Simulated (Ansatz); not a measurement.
# C: the cost of one run

Method: DFT PBE+D3(BJ), scalar-relativistic, plane waves, PAW, in Ansatz 0.2.0.

The COD entry's cell or inner coordinates are ideal or old and differ from later refinements, so a difference from it is no clean test against experiment.

2 further runs of the same task are left out: 2 set aside as unsound or not needed.

## (1) The structure to begin with

Symmetry: P6_3/mmc, No. 194, hexagonal system. The conventional cell has a = 2.465 Å, b = 2.465 Å, c = 6.738 Å, α = 90.00°, β = 90.00°, γ = 120.00°. C (site symmetry -6m2) is surrounded by 3 C at 1.42 Å.

Coordinates:

```
CELL_PARAMETERS angstrom
2.46498 0.00000 0.00000
-1.23249 2.13474 0.00000
0.00000 0.00000 6.73843
ATOMIC_POSITIONS crystal
C 0.00000 0.00000 0.00250
C 0.00000 0.00000 0.50250
C 0.33333 0.66667 0.00250
C 0.66667 0.33333 0.50250
```

This cell was relaxed beforehand with the same method: volume 8.86 Å³/atom, gap on the mesh none (metal).

## (2) The cell at 0.98 of its volume

input.yaml

```yaml
crystal:
  lattice:
    - [2.4484356806, 0.0, 0.0]
    - [-1.2242178403, 2.120407499, 0.0]
    - [0.0, 0.0, 6.6932070958]
  atoms:
    - { symbol: C, position: [0.0, 0.0, 0.0025] }
    - { symbol: C, position: [0.0, 0.0, 0.5025] }
    - { symbol: C, position: [0.3333333333, 0.6666666667, 0.0025] }
    - { symbol: C, position: [0.6666666667, 0.3333333333, 0.5025] }
basis:
  ecutwfc: 420
kpoints:
  mp_grid: { grid: [18, 18, 6] }
hamiltonian:
  xc: pbe
  dispersion: d3bj
scf:
  occupations: { method: fermi_dirac, width: 0.15 }
output:
  forces: true
  stress: true
  eigenvalues: true
relax:
  adjacent_minimum: "off"
  f_tol: 0.001
  max_steps: 60
  cell: { stress_tol: 0.01, fix: [volume] }
```

Command:

```bash
$ ansatz run input.yaml --threads 1 --pin off --max-ram 3072MiB --backend cpu --events-out ev --progress --plain --runs-dir out
```

**Question.** How long does this run take on 1 thread of Intel Xeon Platinum 8488C (Sapphire Rapids), shared host, and how much memory does it need?

About 15 s, with a peak of 0.41 GiB.
